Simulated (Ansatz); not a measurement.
Al2Cu in Ansatz: the effect of functional

Al2Cu:

```
Cu Al
1.0
     4.10518    0.00000    0.00000
     0.00000    4.10518    0.00000
     0.00000    0.00000    2.89131
Cu Al
1 2
Direct
  0.00000 0.00000 0.00000
  0.00000 0.50000 0.50000
  0.50000 0.00000 0.50000
```

The cell comes from a database or a generator and needn't be the stable form of this composition.

Alike in all runs:

* Program: Ansatz 0.2.0
* Task: band structure
* Potentials or basis: Ansatz PAW
* k mesh: 4 × 4 × 5
* Occupations: fermi-dirac, width 0.05 eV
* Spin: no spin polarisation

Problem. One run gave: pressure -4.9 GPa. Which functional did it use?
A. PBEsol
B. LDA
C. r2SCAN

Solution. B.

| functional | cutoff | pressure (GPa) |
| --- | --- | --- |
| LDA | 420 eV (not typed: the program's choice for these potentials) | -4.9 |
| PBEsol | 420 eV (not typed: the program's choice for these potentials) | -2.2 |
| r2SCAN | 500 eV (not typed: the program's choice for these potentials) | -2.2 |

Caveats: all runs use coarse meshes; the PAW data sets come from PBE, with cores solved anew for the run's functional, which leaves a small shift of forces and pressure.
